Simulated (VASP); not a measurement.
Input of a VASP 6.6.1 run:

Contents of POSCAR:

```
LiCl
1.0
    3.2810462828      0.0000000000      0.0000000000
    0.0000000000      3.2810462828      0.0000000000
    0.0000000000      0.0000000000      3.2810462828
Li Cl
1 1
Direct
    0.0000000000      0.0000000000      0.0000000000
    0.5000000000      0.5000000000      0.5000000000
```

INCAR.step1

```
PREC = Accurate
ENCUT = 600
ISMEAR = -1
SIGMA = 0.02
LREAL = F
LASPH = T
NELM = 100
GGA = PE
ALGO = Normal
EDIFF = 1E-4
LWAVE = T
LCHARG = F
```

File INCAR.step2:

```
PREC = Accurate
ENCUT = 600
EDIFF = 1E-6
ISMEAR = -1
SIGMA = 0.02
LREAL = F
LASPH = T
NELM = 100
ALGO = Normal
ISIF = 3
LWAVE = F
LCHARG = F
METAGGA = R2SCAN
LMIXTAU = T
IBRION = 2
NSW = 80
EDIFFG = -0.005
ISTART = 1
```

Contents of KPOINTS:

```
Automatic mesh
0
Gamma
  8 8 8
```

Potentials or basis: VASP PAW PBE potentials, release 64 (Li_sv, Cl).

Command:

```sh
$ cat potpaw_PBE.64/Li_sv/POTCAR potpaw_PBE.64/Cl/POTCAR > POTCAR
$ cp INCAR.step1 INCAR
$ mpirun -np 1 vasp_std > vasp.out
$ cp INCAR.step2 INCAR
$ mpirun -np 1 vasp_std > vasp.out
```

Task: Predict the relaxed volume.

Result: 17.29 Å³/atom.

Task: What does it give for the relaxed cell?

Result: a = 3.258 Å, b = 3.258 Å, c = 3.258 Å, α = 90.00°, β = 90.00°, γ = 90.00°.

Final structure:
```
Li Cl
1.0
     3.25808    0.00000    0.00000
     0.00000    3.25808    0.00000
     0.00000    0.00000    3.25808
Li Cl
1 1
Direct
  0.00000 0.00000 0.00000
  0.50000 0.50000 0.50000
```

Caveat: the cutoff is under 1.25 times the usual one of these potentials, so pressure, stress and relaxed cells hold a basis-set (Pulay) error; the PAW data sets were made with another functional, which shifts forces and pressure a little.
